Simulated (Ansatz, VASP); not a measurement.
This is a calculation of MnS for Ansatz 0.2.0.

Contents of input.yaml:

```yaml
crystal:
  lattice:
    - [0.0, 2.4568624933, 2.4568624933]
    - [2.4568624933, 0.0, 2.4568624933]
    - [2.4568624933, 2.4568624933, 0.0]
  atoms:
    - { symbol: Mn, position: [0.0, 0.0, 0.0], spin: 4.0 }
    - { symbol: S, position: [0.75, 0.75, 0.75] }
hamiltonian:
  xc: pbe
  pseudopotentials: { kind: paw }
magnetization:
  spin_polarized: true
kpoints:
  mp_grid: { grid: [9, 9, 9] }
scf:
  occupations: { method: fermi_dirac, width: 0.05 }
output:
  forces: true
  stress: true
  eigenvalues: true
```

Potentials or basis: Ansatz PAW.

Run with:

```sh
$ ansatz run input.yaml --threads 1 --pin off --max-ram 3584MiB --backend cpu --events-out ev --progress --plain --runs-dir out
```

Task: Set up the same calculation for VASP 6.6.1. Potentials there: VASP PAW PBE potentials, release 64 (Mn_pv, S).

Result: As run (the cutoff follows the program's own potentials):

The input INCAR:

```
SYSTEM = MnS
PREC = Accurate
ENCUT = 520
EDIFF = 1E-7
ISMEAR = -1
SIGMA = 0.05
LREAL = .FALSE.
LASPH = .TRUE.
NELM = 120
ALGO = Normal
ISIF = 2
LWAVE = .FALSE.
LCHARG = .FALSE.
ISPIN = 2
MAGMOM = 4 0
LORBIT = 11
LMAXMIX = 4
GGA = PE
NBANDS = 20
```

File KPOINTS:

```
regular mesh
0
G
  9 9 9
  0 0 0
```

POSCAR

```
MnS
1.0
    0.0000000000      2.4568624933      2.4568624933
    2.4568624933      0.0000000000      2.4568624933
    2.4568624933      2.4568624933      0.0000000000
Mn S
1 1
Direct
    0.0000000000      0.0000000000      0.0000000000
    0.7500000000      0.7500000000      0.7500000000
```

Potentials or basis: VASP PAW PBE potentials, release 64 (Mn_pv, S).

Command:

```console
$ cat potpaw_PBE.64/Mn_pv/POTCAR potpaw_PBE.64/S/POTCAR > POTCAR
$ mpirun -np 1 vasp_std > vasp.out
```

Both were run:

|  | VASP | Ansatz | Ansatz less VASP |
| --- | --- | --- | --- |
| gap on the k mesh at the Fermi level (eV) | none | none | - |
| pressure (GPa) | 6.1 | 6.0 | -0.05 |
| net moment per atom (μB) | 0.10 | 0.10 | +0.003 |
| size of the moment on the site where the two differ most (μB) | 0.19 | 0.17 | -0.017 |

Site moments also hang on the region over which each program counts them. A gap of «none» marks a metal or a gap that the smearing closes. The two sets of potentials don't hold the same shells in valence.

Caveats: the moment fell far below its start of 4 μB, so a state of higher moment may lie lower in energy; semilocal functionals often make such compounds metallic where correlation or magnetic order opens a gap, which also shifts bond lengths; the starting moments weren't kept (Ansatz).
